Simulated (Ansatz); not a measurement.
Working through a formation energy from the elements of TaN and its elements

With the Ansatz DFT code, driven from Python.

Run as a notebook:

```python
from collections import Counter
import warnings

import ansatz as az
import numpy as np
```

```python
GASES = {"N2"}
```

```python
def compute(name, crystal):
    calc = (
        crystal.calculation()
        .basis(470)
        .scf(tolerance=1e-06, lower_state_search="light")
        .functional("pbe")
        .kpoints(spacing=0.3)
        .occupations("gaussian", width=0.02)
        .stress()
    )
    if name in GASES:
        return calc.kpoints(1, 1, 1).relax(force_tolerance=0.02).run(threads=1, backend="cpu")
    calc = calc.relax(force_tolerance=0.02, fix_cell=["shape"])
    return calc.run(threads=1, backend="cpu")


def counts(outcome):
    return Counter(site.symbol for site in outcome.lattice.sites)

def formation_energy(outcome, mu):
    n = counts(outcome)
    return (outcome.report["energy_sigma0_ev"] - sum(k * mu[element] for element, k in n.items())) / sum(n.values())
```

```python
def volume_per_atom(outcome):
    return abs(np.linalg.det(outcome.lattice.cell_ang)) / len(outcome.lattice.sites)
```

```python
warnings.simplefilter("ignore", az.DeckWarning)
```

```python
phases = {}
tan = (
    az.Lattice.of([5.191, 0.0, 0.0], [-2.5955, 4.495538, 0.0], [0.0, 0.0, 2.908])
    .atom("Ta", [0.0, 0.0, 0.0])
    .atom("Ta", [1 / 3, 2 / 3, 0.5])
    .atom("Ta", [2 / 3, 1 / 3, 0.5])
    .atom("N", [0.5, 0.0, 0.0])
    .atom("N", [0.5, 0.5, 0.0])
    .atom("N", [0.0, 0.5, 0.0])
)
phases["TaN"] = tan
ta = (
    az.Lattice.from_parameters(2.860101, 2.860101, 2.860101, alpha=109.47122, beta=109.47122, gamma=109.47122)
    .atom("Ta", [0.0, 0.0, 0.0])
)
phases["Ta"] = ta
n2 = (
    az.Lattice.from_parameters(9.0, 9.5, 10.0, alpha=90.0, beta=90.0, gamma=90.0)
    .atom("N", [0.5, 0.5, 0.4445])
    .atom("N", [0.5, 0.5, 0.5555])
)
phases["N2"] = n2
```

```python
done = {}
for name, crystal in phases.items():
    done[name] = compute(name, crystal)
    print(f"{name}: {done[name].report['energy_sigma0_ev']:.4f} eV, {len(done[name].lattice.sites)} atoms")
```

    TaN: -30953.1082 eV, 6 atoms
    Ta: -9932.2289 eV, 1 atoms
    N2: -768.0346 eV, 2 atoms

```python
references = {"Ta": "Ta", "N": "N2"}
mu = {element: done[name].report["energy_sigma0_ev"] / len(done[name].lattice.sites) for element, name in references.items()}

target = done["TaN"]
heat = formation_energy(target, mu)
n = counts(target)
print("cell content:", dict(n), " volume", round(volume_per_atom(target), 3), "A^3/atom")
print("formation energy", round(heat, 4), "eV/atom,", round(heat * sum(n.values()), 4), "eV per cell")
print("bound against the elements" if heat < 0 else "unbound against the elements")
```

    cell content: {<Element.TA: 'Ta'>: 3, <Element.N: 'N'>: 3}  volume 11.656 A^3/atom
    formation energy -0.7283 eV/atom, -4.3695 eV per cell
    bound against the elements

Caveats:
- The settings weren't tested for convergence.
- No spin polarisation was allowed.
- For the metals among these phases the mesh is modest: differences between phases can be off by up to 40 meV an atom.
- The program warned that this SCF threshold is loose for forces or stresses.
- Atoms and volume are relaxed with the cell's shape held, which in cells of lower than cubic symmetry can hide stresses and shift volumes.
- Spin-orbit coupling, which matters for elements this heavy, is left out.
- The cells come from databases of deposited and of computed structures, and not all need be stable phases.
- The compound is the structure given, not necessarily its lowest; energies are at zero temperature, with no correction for gases. A semilocal functional's error on such energies is often 0.05 to 0.1 eV an atom, and 0.1 to 0.3 eV against gases such as O2 or F2.
- The script silences the warnings on its input, which a real study should read.
- Hardware and time: 41 s on 1 thread of Arm Neoverse N1, on a shared host, peak memory 0.67 GiB.

(Lines on the test bed's own set-up are left out of the output.)
